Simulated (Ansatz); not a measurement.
A run of Ansatz 0.2.0:

input.yaml

```yaml
crystal:
  lattice:
    - [3.5432, 0.0, 0.0]
    - [-1.7716, 3.0685012107, 0.0]
    - [0.0, 0.0, 5.0388]
  atoms:
    - { symbol: Pt, position: [-0.000574, -0.00651, 0.010049] }
    - { symbol: S, position: [0.667183, 0.331074, 0.771687] }
    - { symbol: S, position: [0.335064, 0.671482, 0.234354] }
kpoints:
  mp_grid: { grid: [9, 9, 5] }
scf:
  occupations: { method: fermi_dirac, width: 0.05 }
hamiltonian:
  xc: pbesol
  pseudopotentials: { kind: all_electron, lapw: { basis_error: 0.001 } }
output:
  forces: true
  stress: true
  eigenvalues: true
  populations: true
```

Potentials or basis: all-electron LAPW, scalar-relativistic.

Launch:

```sh
$ ansatz run input.yaml --threads 2 --pin off --max-ram 8192MiB --backend cpu --events-out ev --progress --plain --runs-dir out
```

Hardware: 2 threads of Intel(R) Xeon(R) Processor @ 2.50GHz (Skylake/Cascade Lake), with other jobs on the host.

Question: Estimate the wall time of this run.

Answer: Run time: 3.4 min on 2 threads of Intel(R) Xeon(R) Processor @ 2.50GHz (Skylake/Cascade Lake) (shared host), peak memory 1 GiB. Counts: scf iterations 10, plane waves 663, k points 203, bands 42.
